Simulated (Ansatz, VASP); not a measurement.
# GaN: VASP beside Ansatz

```
Ga N
1.0
     0.00000    2.25350    2.45068
     2.25350    0.00000    2.45068
     2.25350    2.25350    0.00000
Ga N
1 1
Cartesian
  0.0000 0.0000 0.0000
  3.3803 3.3803 3.6760
```

Change from the starting cell: strain +0.0875 x Voigt [0, 0, 1, 0, 0, 0], atoms carried along.

Alike in both runs: task single point; functional PBE; k mesh 10 × 10 × 10; occupations gaussian, width 0.05 eV; no spin polarisation.

|  | VASP | Ansatz |
| --- | --- | --- |
| version | VASP 6.6.1 | Ansatz 0.2.0 |
| potentials or method | VASP PAW PBE potentials, release 64 (Ga_d, N) | scalar-relativistic, plane waves, PAW |
| plane-wave cutoff (eV) | 520 | 420 |
| valence electrons in the cell | 18 | 18 |

Ansatz gave:

| Quantity | Value |
| --- | --- |
| gap on the k mesh at the Fermi level (eV) | 1.00 |
| least direct gap on the mesh (eV) | 1.00 |
| pressure (GPa) | -8.9 |
| largest component of the traceless stress (GPa) | 8.25 |

**Question.** What did VASP give for the same quantities?

**Answer.** gap on the k mesh at the Fermi level (eV): 1.00; least direct gap on the mesh (eV): 1.00; pressure (GPa): -8.7; largest component of the traceless stress (GPa): 8.23.

The functional is the same, so the differences come from potentials, cutoffs and numerics.
